**Question: Why does the gap of GaP grow and then collapse when I only make the cell larger?**

I have PBE results for zincblende gallium phosphide at twelve volumes. Nothing but the size of the cell changes, so I hoped for one smooth curve.

Ansatz 0.2.0, DFT with PBE, plane waves and PAW: zincblende GaP, without spin polarisation or spin–orbit coupling, at a cutoff of 420 eV, an 8×8×8 k mesh and Fermi–Dirac smearing of 0.02 eV. The cells are the r2SCAN-relaxed cell and hydrostatically strained copies of it; the band gap also takes in k points off the mesh.

```csv
volume (Å³/atom),shortest distance (Å),band gap (eV),least direct gap (eV)
17.422,2.245,1.274,3.100
17.910,2.266,1.340,2.863
18.476,2.289,1.412,2.596
19.346,2.325,1.508,2.206
19.642,2.337,1.538,2.078
19.918,2.348,1.573,1.962
20.244,2.360,1.603,1.827
20.857,2.384,1.582,1.582
21.483,2.407,1.343,1.343
22.706,2.452,0.906,0.906
22.771,2.455,0.884,0.884
23.866,2.493,0.527,0.527
```

The band gap climbs slowly and then drops fast, while the least direct gap does nothing of the kind. There is also a small extra step at 19.918 Å³/atom. Is there one physical effect behind all this, and which column tells me how GaP responds to strain?

**Answer**

Your band gap column follows different empty states in different rows. The gap is the distance from the highest filled level to the lowest empty one, wherever those two lie among the electron waves of the crystal. The highest filled level stays at Γ, the wave that repeats identically from cell to cell. The lowest empty level lies near X, where the wave changes sign between cells along certain directions, up to 20.244 Å³/atom; from 20.857 on it lies at Γ.

Each such local minimum of the empty band is called a valley, and each valley responds to volume in its own way. The least direct gap compares filled and empty states of the same wave. Its place is recorded as Γ in all twelve rows. That column therefore tracks one valley throughout, whereas the band gap reports whichever valley is lowest.

The response of a valley is its deformation potential: the change of its energy, measured from the filled top, per unit of ln V, where V is the volume per atom. Between 18.476 and 20.244 Å³/atom it is about −8.4 eV for Γ and +2.1 eV for the minimum near X. The second figure is slightly high, because its upper end was read at a fixed point beside the minimum; between the searched minima at 19.346 and 19.642 the slope has already eased to about +2.0 eV. An increase of one per cent in volume thus lowers the Γ valley by about 0.08 eV and raises the near-X valley by about 0.02 eV. The slow climb belongs to the near-X valley and the steep drop to Γ.

**Why Γ falls so fast**

A stretched hydrogen molecule shows the main step. Its empty antibonding orbital combines two s orbitals with opposite signs, and their interaction pushes it up in energy. Pull the atoms apart and the push weakens, so the level sinks. The empty Γ state of GaP is likewise an antibonding combination of gallium and phosphorus s orbitals, except that each atom has four neighbours. The molecule has no wave running from cell to cell, so the comparison ends where the valleys begin to differ.

This suggests a simple model. The coupling between neighbouring orbitals falls roughly as 1/d², where d is the shortest Ga–P distance, and d grows as the cube root of V. The coupling therefore scales as V^(−2/3). The atomic s levels lie below the p levels that form the filled top, so part of the push is spent on lifting the s-like state past them. What remains is the gap:

direct gap ≈ A·V^(−2/3) − B

I fitted A and B to the least direct gap in all twelve rows; the printed output after this answer gives the details. For the cell at 20.857 Å³/atom, V^(2/3) is 7.577, and the estimate runs

91.6 / 7.577 − 10.51 = 12.09 − 10.51 = 1.58 eV.

PBE gives 1.582 eV, but this row was part of the fit, so the agreement is a check of the description and not a prediction.

That the gap is a small difference of large terms matters more than the constants, which trade against each other and are not measured atomic energies. A also takes in the filled top, whose p orbitals are coupled too, so it is not a measure of the s–s push alone. A modest change in a large term becomes a large change in a small difference. If the whole gap simply scaled as 1/d², the direct gap in the largest cell would still be 2.51 eV, whereas the table has 0.527 eV. The model does exaggerate how much the slope flattens on expansion, and its worst miss, about 0.02 eV, is at the smallest volume. The exponent was assumed, not fitted, and the excess flattening suggests that the data would prefer a weaker power of V, so the good fit does not establish the 1/d² scaling.

**Why the other valleys behave differently**

The wave sets how the four neighbours of an atom work together. At Γ their s–s contributions all add. At L, another special wave of the crystal, three act against one and half the sum survives; at X they cancel. Expansion should therefore relieve Γ most, L less and X least, and the same calculations agree: the L valley falls by about 3.0 eV per unit of ln V, between the other two.

This counting gives the order of the slopes but cannot be trusted for their sizes or signs. A point three quarters of the way from Γ to X provides a test. A straight-line reading of the count, drawn through Γ and L, puts its slope near −1.8 eV, while the calculation gives +1.8 eV. Carried on to X itself, the same line gives about +2.4 eV, and the lowest empty level on the k mesh between 18.476 and 19.346, most likely the one at X, rises by about as much; since the line misses so badly close by, that agreement is no support for the count. The sign alone is telling: a weakening s–s push can only lower an antibonding level, so something else must raise the levels near X relative to the filled top.

A plausible explanation is mixing with still higher empty states, some of them d-like. As the atoms approach, these press the near-X level down, and expansion lets it rise again. The filled top moves as well, and every level is measured from it; weaker bonding among its p orbitals should by itself raise it and so work against the climb. These results don't separate the two, so the climb of the near-X valley is shown by the numbers while its cause is argued from theory.

**The step at 19.918 and the row at 20.857**

The extra step at 19.918 Å³/atom most likely comes from how the minimum was located. In the neighbouring row at 19.642 the lowest point near X was searched for; at 19.918 and 20.244 the level was read at a fixed point slightly closer to X. A level read beside the minimum is a little too high. The excess at 19.918 is only about 0.007 eV above the line through the two rows before it, and I would give it no physical meaning.

The small drop from 20.244 to 20.857 also needs care. Its two ends belong to different valleys, so dividing the change in gap by the change in volume gives the deformation potential of neither. For a strain response, use the least direct gap for Γ, and the band gap for the near-X valley between 17.910 and 19.642, where its minimum was searched for; at 17.422, 19.918 and 20.244 it was read at the fixed point.

The switch has a practical consequence. The cell at 20.244 was relaxed with another functional, r2SCAN, while PBE's own pressure vanishes close to 20.857, at a volume 3 % larger. With these settings, a PBE calculation on a PBE-relaxed cell would thus call GaP a direct-gap material, if only by a very narrow margin over the L valley, although real GaP is indirect. PBE also makes gaps too small in general, so neither the gaps nor the volume of the switch should be carried over to a real crystal as they stand.

**Where is the true maximum?**

The largest gap in the table, 1.603 eV, is probably not the largest that PBE would give. Extending the near-X and Γ valleys into the interval between 20.244 and 20.857 makes them cross near 20.7 Å³/atom. The L valley, interpolated between its computed values, lies about 0.04 eV below that crossing. The gap would then pass from near X to L and only afterwards to Γ, with its peak, on this straight-line estimate, at about 1.63 eV near 20.5 Å³/atom.

At 20.857 the interpolated L level and the computed Γ level agree within a few thousandths of an eV, and the calculation itself finds Γ lowest. Since Γ falls much faster than L, the L window must end just below this volume. The near-X level at 20.244, from which the extrapolation starts, was read beside its minimum and is slightly too high; the average slope used is also steeper than the local one, and both are expected to move the peak a little lower and to a slightly larger volume. No row lies inside the window, but the shift is expected to be too small to displace L as the lowest valley there. A calculation near 20.7 Å³/atom, with the minimum near X searched for, would confirm it.

Printed output of the fit:

```
Gaps and their slopes per unit of ln V since the row before:
     row  gap_eV  direct_less_gap_eV  gap_slope_eV  direct_slope_eV
  17.422   1.274               1.826           n/a              n/a
   17.91    1.34               1.523         2.389           -8.579
  18.476   1.412               1.184         2.314           -8.582
  19.346   1.508               0.698         2.086           -8.476
  19.642   1.538                0.54         1.976            -8.43
  19.918   1.573               0.389         2.508           -8.313
  20.244   1.603               0.224         1.848           -8.316
  20.857   1.582                   0        -0.704           -8.213
  21.483   1.343                   0        -8.082           -8.082
  22.706   0.906                   0        -7.893           -7.893
  22.771   0.884                   0        -7.696           -7.696
  23.866   0.527                   0        -7.601           -7.601
fit of least_direct_gap on 12 rows: constant -10.51 +/- 0.041, coefficient of vol**(-2/3) 91.6 +/- 0.3; rms 0.00817, worst 17.422 0.0172, leave-one-out rms 0.0107
Rise of the gap from the smallest cell to the largest gap in the table, eV: 0.329
Fall of the direct gap over the whole series, eV: 2.573
Direct gap in the largest cell if the whole gap scaled as 1/d squared, eV: 2.514
Slope of Gamma valley from 18.476 to 20.244, eV per ln V: -8.415
Slope of L valley from 18.476 to 20.244, eV per ln V: -3.032
Slope of fixed point at 3/4 of Gamma-X from 18.476 to 20.244, eV per ln V: 1.802
Slope of near-X minimum from 18.476 to 20.244, eV per ln V: 2.09
Slope of Gamma valley from 20.244 to 22.706, eV per ln V: -8.025
Slope of L valley from 20.244 to 22.706, eV per ln V: -2.986
Slope of fixed point at 3/4 of Gamma-X from 20.244 to 22.706, eV per ln V: 1.268
Slope at the 3/4 point expected from a linear s-s phase sum through Gamma and L, eV per ln V: -1.769
Volume where near-X and Gamma valleys would cross, cubic angstrom per atom: 20.69
Interpolated L level below that crossing, eV: 0.04017
Volume where near-X and L valleys cross, cubic angstrom per atom: 20.53
Gap at the crossing of near-X and L, eV: 1.632
Volume where L and Gamma valleys cross, cubic angstrom per atom: 20.85
Interpolated L level above the valence top at 20.857, eV: 1.584
Excess of the gap at 19.918 over the line through the two rows before, eV: 0.007432
Volume of the 20.857 cell above that of the 20.244 cell, percent: 3.028
```
